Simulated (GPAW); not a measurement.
A run of GPAW 26.7.0:

Contents of run.py:

```python
from ase import Atoms
from ase.dft.bandgap import bandgap
from ase.io import write
from ase.units import Bohr, GPa
from gpaw import GPAW, PW
from gpaw.elf import elf_from_dft_calculation

atoms = Atoms(['Ta', 'N'],
              cell=[[2.9380011098, 0.0, 0.0],
                    [-1.4690005549, 2.5443835974, 0.0],
                    [0.0, 0.0, 2.88300221]],
              scaled_positions=[[0.3333333333, 0.6666666667, 0.5],
                                [0.0, 0.0, 0.0]],
              pbc=True)

calc = GPAW(mode=PW(680),
            xc='LDA',
            kpts={'size': (5, 5, 5), 'gamma': True},
            occupations={'name': 'fermi-dirac', 'width': 0.01},
            nbands=19,
            convergence={'density': 1e-05, 'energy': 1e-05},
            maxiter=150,
            txt='gpaw.txt')
atoms.calc = calc
energy = atoms.get_potential_energy()
forces = atoms.get_forces()
stress = atoms.get_stress()
calc.write('gs.gpw')
write('result.traj', atoms)
print(f'Energy: {energy:.6f} eV')
print('Forces (eV/A):')
print(forces.round(4))
print('Stress (GPa):', (stress / GPa).round(3))
print('Fermi level:', round(calc.get_fermi_level(), 4), 'eV')
print(f'Gap: {bandgap(calc)[0]:.4f} eV, direct: {bandgap(calc, direct=True)[0]:.4f} eV')

# fields on the real-space grid
write('density.cube', atoms, data=calc.get_pseudo_density() * Bohr**3)
write('potential.cube', atoms, data=calc.get_electrostatic_potential())
write('elf.cube', atoms, data=elf_from_dft_calculation(calc).data)
```

Potentials or basis: the program's PAW data sets (release 1.2.1) made for this functional, pw.

Run with:

```sh
$ OMP_NUM_THREADS=1 python run.py
```

Hardware: 1 thread of Intel(R) Xeon(R) Platinum 8375C CPU @ 2.90GHz (Ice Lake), with other jobs on the host.

Problem. How long does it take, and how much memory?

Solution. It took 6.2 s on 1 thread of Intel(R) Xeon(R) Platinum 8375C CPU @ 2.90GHz (Ice Lake), with other jobs on the host, peak memory 0.14 GiB. Counts: scf iterations 10, plane waves 889, bands 19, k points 15.
